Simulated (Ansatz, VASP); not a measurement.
# ScPd: VASP beside Ansatz, part 2 of 2

One calculation is typed for both programs; each brings its own data sets. How far apart do they land? The cell is taken from a series of runs on this material, whose earlier steps may have relaxed, scaled, displaced or heated it; both programs get it as it stands.

VASP 6.6.1 and Ansatz 0.2.0.

So far: The structure; Ansatz: relaxation of cell and atoms, r2SCAN with rVV10.

## 3. VASP: relaxation of cell and atoms, r2SCAN with rVV10

Level of this step: r2SCAN with rVV10; plane waves and PAW (Sc_sv, Pd) (VASP).

The same cell, functional, mesh and smearing now go to VASP, with its own data sets.

Lines of VASP's logs that name or quote its potential files are left out, and so is its time.

Input file INCAR:

```
SYSTEM = ScPd
PREC = Accurate
ENCUT = 550
EDIFF = 1E-07
NELM = 120
ISMEAR = 0
SIGMA = 0.1
LREAL = .FALSE.
ALGO = Normal
METAGGA = R2SCAN
LUSE_VDW = .TRUE.
IVDW_NL = 2
BPARAM = 11.95
CPARAM = 0.0093
LASPH = .TRUE.
NBANDS = 16
LORBIT = 11
LWAVE = .FALSE.
LCHARG = .FALSE.
ISIF = 3
IBRION = 2
NSW = 80
EDIFFG = -0.005
GGA_COMPAT = .FALSE.
NELMIN = 4
LMIXTAU = .TRUE.
KPAR = 2
```

Input file POSCAR:

```
ScPd
1.0
    3.2830000000      0.0000000000      0.0000000000
    0.0000000000      3.2830000000      0.0000000000
    0.0000000000      0.0000000000      3.2830000000
Sc Pd
1 1
Direct
    0.5000000000      0.5000000000      0.5000000000
    0.0000000000      0.0000000000      0.0000000000
```

Input file KPOINTS:

```
Automatic mesh
0
Gamma
10 10 10
0 0 0
```

The projector-augmented-wave data sets are Sc_sv and Pd (PBE family, release 64).

Started as:

```sh
mpirun -np 2 vasp_std
```

Numbers of over 12 decimals in the logs are rounded to 6 here.

What it wrote:

```text
[banner, memory and clock lines left out]
running    2 mpi-ranks, on    1 nodes
 distrk:  each k-point on    1 cores,    2 groups
 distr:  one band on    1 cores,    1 groups

 POSCAR found type information on POSCAR ScPd
 POSCAR found :  2 types and       2 ions
|                                                                             |
|               ----> ADVICE to this user running VASP <----                  |
|                                                                             |
|     You have switched on vdW-DFT.                                           |
|     This routine was written and supplied by Jiri Klimes. We recommend      |
|     that you carefully read and cite the following publications:            |
|       J. Klimes, D.R. Bowler, A. Michelides                                 |
|          J. Phys.: Cond Matt. 22 022201 (2010)                              |
|       J. Klimes, D.R. Bowler, A. Michelides                                 |
|          Phys. Rev. B. 83, 195131 (2011)                                    |
|     and references therein.                                                 |
|                                                                             |

|                                                                             |
|               ----> ADVICE to this user running VASP <----                  |
|                                                                             |
|     You enforced a specific xc type in the INCAR file but a different       |
|     [... a line on the potential file left out ...]
|     I HOPE YOU KNOW WHAT YOU ARE DOING!                                     |
|                                                                             |

 LDA part: xc-table for (None), standard interpolation
 POSCAR, INCAR and KPOINTS ok, starting setup
 FFT: planning ... GRIDC
 FFT: planning ... GRID_SOFT
 FFT: planning ... GRID
 WAVECAR not read
 entering main loop
       N       E                     dE             d eps       ncg     rms          rms(c)
Total rVV10 correction in eV:      0.5863030    25.0312102
Total rVV10 correction in eV:      0.5863030    25.0312102
DAV:   1     0.178500429241E+03    0.17850E+03   -0.10842E+04  1808   0.143E+03
DAV:   2    -0.331840130067E+02   -0.21168E+03   -0.20629E+03  1920   0.417E+02
DAV:   3    -0.424427266112E+02   -0.92587E+01   -0.89940E+01  2560   0.939E+01
DAV:   4    -0.425868512548E+02   -0.14412E+00   -0.14407E+00  2080   0.118E+01
DAV:   5    -0.425929812978E+02   -0.61300E-02   -0.61298E-02  2616   0.225E+00    0.102E+01
Total rVV10 correction in eV:      0.5582951    25.0312105
Total rVV10 correction in eV:      0.5582951    25.0312105
DAV:   6    -0.357155522386E+02    0.68774E+01   -0.69953E+00  2208   0.365E+01    0.224E+00
Total rVV10 correction in eV:      0.5518540    25.0312106
Total rVV10 correction in eV:      0.5518540    25.0312106
DAV:   7    -0.354756012647E+02    0.23995E+00   -0.12538E+00  2600   0.989E+00    0.187E+00
Total rVV10 correction in eV:      0.5488667    25.0312106
Total rVV10 correction in eV:      0.5488667    25.0312106
DAV:   8    -0.355789791801E+02   -0.10338E+00   -0.18789E-01  2328   0.423E+00    0.887E-01
Total rVV10 correction in eV:      0.5439241    25.0312106
Total rVV10 correction in eV:      0.5439241    25.0312106
DAV:   9    -0.356026762847E+02   -0.23697E-01   -0.12452E-01  1904   0.375E+00    0.496E-01
Total rVV10 correction in eV:      0.5452611    25.0312106
Total rVV10 correction in eV:      0.5452611    25.0312106
DAV:  10    -0.355982141381E+02    0.44621E-02   -0.22747E-02  2112   0.197E+00    0.133E-01
Total rVV10 correction in eV:      0.5455601    25.0312106
Total rVV10 correction in eV:      0.5455601    25.0312106
DAV:  11    -0.356021138435E+02   -0.38997E-02   -0.47378E-03  1856   0.604E-01    0.115E-01
Total rVV10 correction in eV:      0.5453368    25.0312106
Total rVV10 correction in eV:      0.5453368    25.0312106
DAV:  12    -0.356021474291E+02   -0.33586E-04   -0.44086E-04  2488   0.220E-01    0.669E-02
Total rVV10 correction in eV:      0.5451634    25.0312106
Total rVV10 correction in eV:      0.5451634    25.0312106
DAV:  13    -0.356020835037E+02    0.63925E-04   -0.48243E-04  1800   0.232E-01    0.139E-02
Total rVV10 correction in eV:      0.5451548    25.0312106
Total rVV10 correction in eV:      0.5451548    25.0312106
DAV:  14    -0.356021407675E+02   -0.57264E-04   -0.11863E-04  1880   0.102E-01    0.442E-03
Total rVV10 correction in eV:      0.5451310    25.0312106
Total rVV10 correction in eV:      0.5451310    25.0312106
DAV:  15    -0.356021535110E+02   -0.12743E-04   -0.16892E-05  2232   0.350E-02    0.624E-03
Total rVV10 correction in eV:      0.5451425    25.0312106
Total rVV10 correction in eV:      0.5451425    25.0312106
DAV:  16    -0.356021538035E+02   -0.29253E-06   -0.10970E-06  2328   0.106E-02    0.316E-03
Total rVV10 correction in eV:      0.5451510    25.0312106
Total rVV10 correction in eV:      0.5451510    25.0312106
DAV:  17    -0.356021537764E+02    0.27066E-07   -0.66129E-07  1816   0.838E-03
Total rVV10 correction in eV:      0.5451536    25.0312106
Total rVV10 correction in eV:      0.5451536    25.0312106
Total rVV10 correction in eV:      0.5451525    25.0312106
Total rVV10 correction in eV:      0.5451525    25.0312106
   1 F= -.35602154E+02 E0= -.35597799E+02  d E =-.356022E+02
 curvature:   0.00 expect dE= 0.000E+00 dE for cont linesearch  0.000E+00
 trial: gam= 0.00000 g(F)=  0.000E+00 g(S)=  0.216E-02 ort = 0.000E+00 (trialstep = 0.100E+01)
 search vector abs. value=  0.216E-02
 bond charge predicted
       N       E                     dE             d eps       ncg     rms          rms(c)
Total rVV10 correction in eV:      0.5451568    25.0312106
Total rVV10 correction in eV:      0.5451568    25.0312106
DAV:   1    -0.356418910951E+02   -0.39737E-01   -0.85926E-01  1792   0.114E+01    0.143E+00
Total rVV10 correction in eV:      0.5493330    25.0312104
Total rVV10 correction in eV:      0.5493330    25.0312104
DAV:   2    -0.356109820497E+02    0.30909E-01   -0.23377E-01  1816   0.434E+00    0.730E-01
Total rVV10 correction in eV:      0.5487451    25.0312104
Total rVV10 correction in eV:      0.5487451    25.0312104
DAV:   3    -0.356029807579E+02    0.80013E-02   -0.52158E-02  2704   0.276E+00    0.228E-01
Total rVV10 correction in eV:      0.5490376    25.0312104
Total rVV10 correction in eV:      0.5490376    25.0312104
DAV:   4    -0.356021316179E+02    0.84914E-03   -0.30913E-03  2248   0.540E-01    0.115E-01
Total rVV10 correction in eV:      0.5487601    25.0312104
Total rVV10 correction in eV:      0.5487601    25.0312104
DAV:   5    -0.356020217390E+02    0.10988E-03   -0.68644E-04  1824   0.210E-01    0.454E-02
Total rVV10 correction in eV:      0.5486987    25.0312104
Total rVV10 correction in eV:      0.5486987    25.0312104
DAV:   6    -0.356021383715E+02   -0.11663E-03   -0.13900E-04  1984   0.103E-01    0.213E-02
Total rVV10 correction in eV:      0.5486452    25.0312104
Total rVV10 correction in eV:      0.5486452    25.0312104
DAV:   7    -0.356021403317E+02   -0.19602E-05   -0.24196E-05  2200   0.398E-02    0.691E-03
Total rVV10 correction in eV:      0.5486215    25.0312104
Total rVV10 correction in eV:      0.5486215    25.0312104
DAV:   8    -0.356021445874E+02   -0.42557E-05   -0.19046E-06  2016   0.115E-02    0.375E-03
Total rVV10 correction in eV:      0.5486125    25.0312104
Total rVV10 correction in eV:      0.5486125    25.0312104
DAV:   9    -0.356021453668E+02   -0.77941E-06   -0.10023E-06  1816   0.887E-03    0.128E-03
Total rVV10 correction in eV:      0.5486080    25.0312104
Total rVV10 correction in eV:      0.5486080    25.0312104
DAV:  10    -0.356021454044E+02   -0.37548E-07   -0.22692E-07  1336   0.406E-03
Total rVV10 correction in eV:      0.5486078    25.0312104
Total rVV10 correction in eV:      0.5486078    25.0312104
Total rVV10 correction in eV:      0.5486079    25.0312104
Total rVV10 correction in eV:      0.5486079    25.0312104
   2 F= -.35602145E+02 E0= -.35597788E+02  d E =0.837208E-05
 trial-energy change:    0.000008  1 .order   -0.000011   -0.002161    0.002139
 step:   0.4958(harm=  0.5026)  dis= 0.00000  next Energy=   -35.602687 (dE=-0.533E-03)
 bond charge predicted
       N       E                     dE             d eps       ncg     rms          rms(c)
Total rVV10 correction in eV:      0.5486063    25.0312104
Total rVV10 correction in eV:      0.5486063    25.0312104
DAV:   1    -0.356128159852E+02   -0.10671E-01   -0.21742E-01  1792   0.571E+00    0.726E-01
Total rVV10 correction in eV:      0.5464809    25.0312105
Total rVV10 correction in eV:      0.5464809    25.0312105
DAV:   2    -0.356051533332E+02    0.76627E-02   -0.63843E-02  1848   0.223E+00    0.372E-01
Total rVV10 correction in eV:      0.5467941    25.0312105
Total rVV10 correction in eV:      0.5467941    25.0312105
DAV:   3    -0.356028453614E+02    0.23080E-02   -0.13020E-02  2744   0.136E+00    0.108E-01
Total rVV10 correction in eV:      0.5466553    25.0312105
Total rVV10 correction in eV:      0.5466553    25.0312105
DAV:   4    -0.356026632239E+02    0.18214E-03   -0.72654E-04  2336   0.273E-01    0.542E-02
Total rVV10 correction in eV:      0.5467931    25.0312105
Total rVV10 correction in eV:      0.5467931    25.0312105
DAV:   5    -0.356026472258E+02    0.15998E-04   -0.19654E-04  1824   0.121E-01    0.248E-02
Total rVV10 correction in eV:      0.5468311    25.0312105
Total rVV10 correction in eV:      0.5468311    25.0312105
DAV:   6    -0.356026903973E+02   -0.43172E-04   -0.62994E-05  1904   0.686E-02    0.876E-03
Total rVV10 correction in eV:      0.5468491    25.0312105
Total rVV10 correction in eV:      0.5468491    25.0312105
DAV:   7    -0.356026894546E+02    0.94266E-06   -0.38019E-06  2296   0.156E-02    0.379E-03
Total rVV10 correction in eV:      0.5468655    25.0312105
Total rVV10 correction in eV:      0.5468655    25.0312105
DAV:   8    -0.356026889781E+02    0.47650E-06   -0.65223E-07  1896   0.655E-03    0.140E-03
Total rVV10 correction in eV:      0.5468695    25.0312105
Total rVV10 correction in eV:      0.5468695    25.0312105
DAV:   9    -0.356026890422E+02   -0.64078E-07   -0.44539E-07  1864   0.618E-03
Total rVV10 correction in eV:      0.5468678    25.0312105
Total rVV10 correction in eV:      0.5468678    25.0312105
Total rVV10 correction in eV:      0.5468695    25.0312105
Total rVV10 correction in eV:      0.5468695    25.0312105
   3 F= -.35602689E+02 E0= -.35598334E+02  d E =-.535266E-03
 curvature:  -0.25 expect dE=-0.277E-07 dE for cont linesearch -0.277E-07
 trial: gam=-0.00709 g(F)=  0.380E-62 g(S)=  0.110E-06 ort = 0.154E-04 (trialstep = 0.899E+00)
 search vector abs. value=  0.106E-09
 reached required accuracy - stopping structural energy minimisation
```

Parts of OUTCAR (step 3):

```text
ion  position               nearest neighbor table
   1  0.500  0.500  0.500-   2 2.84   2 2.84   2 2.84   2 2.84   2 2.84   2 2.84   2 2.84   2 2.84

  LATTYP: Found a simple cubic cell.
 ALAT       =     3.2830000000

 Subroutine GETGRP returns: Found 48 space group operations
 (whereof 48 operations were pure point group operations)

The static configuration has the point symmetry O_h .

 Found     56 irreducible k-points:

   k-points           NKPTS =     56   k-points in BZ     NKDIM =     56   number of bands    NBANDS=     16

   dimension x,y,z NGX =    28 NGY =   28 NGZ =   28
   dimension x,y,z NGXF=    56 NGYF=   56 NGZF=   56

   ENCUT  =  550.0 eV  40.42 Ry    6.36 a.u.   6.28  6.28  6.28*2*pi/ulx,y,z

   NELECT =      21.0000    total number of electrons

 k-points in reciprocal lattice and weights: Automatic mesh
   0.00000000  0.00000000  0.00000000       0.001
   0.10000000  0.00000000  0.00000000       0.006
   0.20000000  0.00000000  0.00000000       0.006
   0.30000000  0.00000000  0.00000000       0.006
   0.40000000  0.00000000  0.00000000       0.006
   0.50000000  0.00000000  0.00000000       0.003
   0.10000000  0.10000000  0.00000000       0.012
   0.20000000  0.10000000  0.00000000       0.024
   0.30000000  0.10000000  0.00000000       0.024
[...]
0.50000000  0.50000000  0.40000000       0.006
   0.50000000  0.50000000  0.50000000       0.001

 average (electrostatic) potential at core
       1 -48.3536       2 -78.6810

 E-fermi :   7.4112

 k-point     1 :       0.0000    0.0000    0.0000
  band No.  band energies     occupation
    ...
      6       2.4609      2.00000
      7       2.4609      2.00000
      8       4.3704      2.00000
      9       4.3704      2.00000
     10       4.3704      2.00000
     11       8.7276      0.00000
     12       8.7276      0.00000
     13      10.8111      0.00000
     14      10.8111      0.00000
     15      10.8111      0.00000
    ...

 k-point     2 :       0.1000    0.0000    0.0000
  band No.  band energies     occupation
    ...
      6       2.5193      2.00000
      7       2.5579      2.00000
      8       4.3378      2.00000
      9       4.3378      2.00000
     10       4.3950      2.00000
     11       8.6292      0.00000
     12       8.7452      0.00000
     13      10.5182      0.00000
     14      10.5182      0.00000
     15      10.7659      0.00000
    ...

 k-point     3 :       0.2000    0.0000    0.0000
  band No.  band energies     occupation
    ...
      6       2.6808      2.00000
      7       2.8284      2.00000
      8       4.2542      2.00000
      9       4.2542      2.00000
     10       4.4609      2.00000
     11       8.3622      0.00000
     12       8.6965      0.00000
     13       9.9174      0.00000
     14       9.9174      0.00000
     15      10.6464      0.00000
    ...

  Total        0.0012336      0.0012336      0.0012336      0.0000000      0.0000000      0.0000000
  in kB        0.0555094      0.0555094      0.0555094      0.0000000      0.0000000      0.0000000
  external PRESSURE =       0.0555094 kB  Pullay stress =       0.0000000 kB

  energy-cutoff  :      550.00
  volume of cell :       35.60
      direct lattice vectors                 reciprocal lattice vectors
     3.289784874  0.000000000  0.000000000     0.303971244 -0.000000000  0.000000000
     0.000000000  3.289784874  0.000000000    -0.000000000  0.303971244  0.000000000
    -0.000000000 -0.000000000  3.289784874    -0.000000000 -0.000000000  0.303971244

 POSITION                                       TOTAL-FORCE (eV/Angst)
 -----------------------------------------------------------------------------------
      1.64489      1.64489      1.64489         0.000000     -0.000000     -0.000000
      0.00000      0.00000      0.00000        -0.000000      0.000000      0.000000
 -----------------------------------------------------------------------------------
    total drift:                                0.000000      0.000000      0.000000

  FREE ENERGIE OF THE ION-ELECTRON SYSTEM (eV)
  ---------------------------------------------------
  free  energy   TOTEN  =       -35.6026890422 eV

  energy  without entropy=      -35.5939793915  energy(sigma->0) =      -35.59833422

 reached required accuracy - stopping structural energy minimisation

 total charge
# of ion       s       p       d       tot
------------------------------------------
    1        2.248   6.167   0.942   9.357
    2        0.653   0.437   8.485   9.575
--------------------------------------------------
tot          2.901   6.604   9.428  18.933

[... 3 further parts left out ...]
```

## 4. Side by side

Known differences besides the potentials themselves: VASP keeps PBE cores, Ansatz makes them for the functional; the data sets hold 29 valence electrons in Ansatz (on its default PAW (the set named soft_2) files) and 21 in VASP; the cutoff is 520 eV in Ansatz and 550 eV in VASP; Ansatz adds a Pulay correction to the stress that steers its cell, VASP none. Total energies have different zeros and are not compared.

Both answers:

| quantity | Ansatz | VASP | difference |
| --- | --- | --- | --- |
| volume (Å³) | 35.41 | 35.60 | -0.56 % |
| edge a after relaxation, in the typed setting (Å) | 3.284 | 3.290 | -0.19 % |

## 5. Outcome

* difference in volume (relaxation of cell and atoms, r2SCAN with rVV10): -0.56 %

The difference in volume is -0.56 % (relaxation of cell and atoms, r2SCAN with rVV10), within the 1.2 % picked in this series as the mark of a large difference, as far as the stopping tolerances let one tell. The data sets hold unlike numbers of valence electrons (29 in Ansatz and 21 in VASP), so part of the differences comes from the potentials. 1 further run of this series is not shown here. How closely two codes agree says nothing of how well the functional describes the real material.

[Lines on the potential files, build, host, timing and source positions are cut from VASP's logs without a mark.]

[Logs are printed without paths, hosts, clocks, repeated set-up lines and the standing remarks that a program may print on its own settings, such as how far it seeks lower states.]

[Hosts, paths, dates, database ids (printed as entryN), source tags and the programs' standing remarks are cut or masked in the printed files.]
